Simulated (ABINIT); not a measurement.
Crystal: Ge.

```xyz
1
Lattice="-1.6084 1.6084 1.8732 1.6084 -1.6084 1.8732 1.6084 1.6084 -1.8732" Properties=species:S:1:pos:R:3 pbc="T T T"
Ge    0.0000    0.0000    1.8732
```

The cell was built by a generator and needn't be a form met in nature.

Base run:

```yaml
Program: ABINIT 10.8.3 (patched build)
Functional: RPBE
Potentials_or_basis: JTH PAW PBE v2.0
Cutoff: 707 eV
k_mesh: 12 × 12 × 12
Occupations: fermi-dirac, width 0.05 eV
Spin: no spin polarisation
```

Its results: band gap on the k mesh none (metal or under the smearing width); pressure 2.4 GPa.

**Question.** The run is repeated on the same cell with these changes: functional from RPBE to PW91. What comes out?

**Answer.** Band gap on the k mesh none (metal or under the smearing width); pressure 1.2 GPa.

PW91 binds more tightly than RPBE, so the same cell stands under less pressure.

Caveats: the PAW data sets were made with another functional, which shifts forces and pressure a little.

Not every run made on this cell is shown here.
